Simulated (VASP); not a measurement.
Bi2Te3 (Tellurobismuthite):

```
Bi Te
1.0
     2.19300    1.26613   10.16567
    -2.19300    1.26613   10.16567
     0.00000   -2.53226   10.16567
Bi Te
2 3
Direct
  0.60000 0.60000 0.60000
  0.40000 0.40000 0.40000
  0.79050 0.79050 0.79050
  0.20950 0.20950 0.20950
  0.00000 0.00000 0.00000
```

Program: VASP 6.6.1. Alike in all runs: task band structure; no spin polarisation; cell as given; k mesh 8 × 8 × 8; cutoff (eV) 520; smearing gaussian 0.02 eV.

Question: Order these runs on this cell by their band gap on the k mesh, lowest first.
A. level LDA; potentials or basis VASP PAW LDA potentials, release 64 (Bi_d, Te)
B. level TB-mBJ; potentials or basis VASP PAW PBE potentials, release 64 (Bi_d, Te)
C. level r2SCAN; potentials or basis VASP PAW PBE potentials, release 64 (Bi_d, Te)

Answer: A (0.19 eV), C (0.51 eV), B (0.66 eV).

Caveats: spin-orbit coupling is left out, which as a rule narrows the gap of such compounds by several tenths of an eV.

